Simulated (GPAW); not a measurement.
Crystal: CdTe.

```
CELL_PARAMETERS angstrom
0.00000 3.20500 3.20500
3.20500 0.00000 3.20500
3.20500 3.20500 0.00000
ATOMIC_POSITIONS crystal
Te 0.75000 0.75000 0.75000
Cd 0.00000 0.00000 0.00000
```

Program: GPAW 26.7.0. Alike in all runs: no spin polarisation; cell as given; smearing fermi-dirac 0.05 eV.

Problem. Order these runs on this cell by their pressure, lowest first.
A. level LDA; potentials or basis the program's PAW data sets (release 1.2.1) made for this functional, pw; k mesh 6 × 6 × 6; cutoff (eV) 450; maxiter 120; convergence default
B. level PBEsol; potentials or basis PAW data sets generated in the run's folder for this functional, pw; k mesh 7 × 7 × 7; cutoff (eV) 600; maxiter 150; band path GXWKGLUWLK,UX; band points 80
C. level PBE; potentials or basis GPAW PAW data sets (gpaw-data 1.2.1), pw; k mesh 6 × 6 × 6; cutoff (eV) 450; maxiter 120; convergence default

Solution. A (-1.1 GPa), B (1.3 GPa), C (3.2 GPa).

Caveats: the cutoff is short for stress and forces, so pressures can be off by a GPa or more (some runs).
